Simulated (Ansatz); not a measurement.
# SiF3: the cost of one run

Computed with Ansatz 0.2.0 (DFT PBE, scalar-relativistic, plane waves, PAW, unless a step's input says otherwise).

4 further runs of the same task are left out: 1 that didn't finish, 3 set aside as unsound or not needed.

**1. The starting structure**

It takes space group Pm-3m (No. 221, cubic). The conventional cell has a = 3.893 Å, b = 3.893 Å, c = 3.893 Å, α = 90.00°, β = 90.00°, γ = 90.00°. Si (site symmetry m-3m) has 6 F at 1.95 Å as nearest neighbours. F (site symmetry 4/mmm) is surrounded by 2 Si at 1.95 Å.

Coordinates:

```
CELL_PARAMETERS angstrom
3.89343 0.00000 0.00000
0.00000 3.89343 0.00000
0.00000 0.00000 3.89343
ATOMIC_POSITIONS crystal
Si 0.00000 0.00000 0.00000
F 0.50000 0.00000 0.00000
F 0.00000 0.50000 0.00000
F 0.00000 0.00000 0.50000
```

This is candidate A: ReO3 type (Pm-3m, No. 221).

(A quick probe on a coarse mesh, which set the mesh and smearing, is not shown.)

**3. A loose first relaxation (candidate A)**

File input.yaml:

```yaml
crystal:
  lattice:
    - [3.8934267921, 0.0, 0.0]
    - [0.0, 3.8934267921, 0.0]
    - [0.0, 0.0, 3.8934267921]
  atoms:
    - { symbol: Si, position: [0.0, 0.0, 0.0] }
    - { symbol: F, position: [0.5, 0.0, 0.0] }
    - { symbol: F, position: [0.0, 0.5, 0.0] }
    - { symbol: F, position: [0.0, 0.0, 0.5] }
basis:
  ecutwfc: 420
kpoints:
  mp_grid: { grid: [4, 4, 4] }
hamiltonian:
  xc: pbe
scf:
  occupations: { method: gaussian, width: 0.1 }
  lower_state_search: "off"
output:
  forces: true
  stress: true
  eigenvalues: true
relax:
  adjacent_minimum: "off"
  f_tol: 0.04
  max_steps: 70
  cell: { stress_tol: 0.4 }
```

The run is started by

```sh
$ ansatz run input.yaml --threads 1 --pin off --max-ram 2560MiB --backend cpu --events-out ev --progress --plain --runs-dir out
```

What time and memory should one allow on 1 thread of Intel Xeon Platinum 8259CL at 2.50GHz (Skylake/Cascade Lake), shared host?

About 7.2 s, with a peak of 0.35 GiB.
